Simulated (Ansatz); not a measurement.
**AlN: the gap under strain**

AlN, P6_3mc, a = 3.107 Å, c = 4.979 Å. Ansatz: r2SCAN, PAW, 500 eV, Γ-centred 12×12×6 mesh on 4 atoms, Gaussian smearing 0.02 eV; no spin polarisation. Series: biaxial strain in the a-b plane, c and atoms relaxed; x is the strain in per cent. The gap is sought over the whole zone.

| x (%) | gap y (eV) |
| --- | --- |
| -4.5 | 5.313 |
| -3.0 | ? |
| -1.5 | 5.201 |
| 0.0 | 4.880 |
| 1.5 | 4.560 |
| 3.0 | 4.248 |
| 4.5 | 3.950 |

Task: Fit y = E0 + c1 x + c2 x² to the other rows, give the deformation potential for this strain, and predict the missing gap.

Result: Least squares on the rows shown. y = 4.8907 − 0.16051 x − 0.013164 x². The deformation potential is 100 c1 = -16.05 eV per unit strain. The two rows next to zero alone give -21.39 eV per unit strain, the better figure for small strains. With a term in x³ added, the coefficient of x becomes -0.2126, 32 % more, which shows how far this figure hangs on the form. At x = -3.0 the fit asked for gives 5.254 eV. The run gave 5.296 eV, so the fit is 0.042 eV too low, within the rms miss on the fitted rows (0.056 eV): the form describes this series only roughly. Note that a band edge changes its point in the zone among the fitted rows.

Semilocal functionals give gaps under the measured ones; changes of the gap mostly carry over better.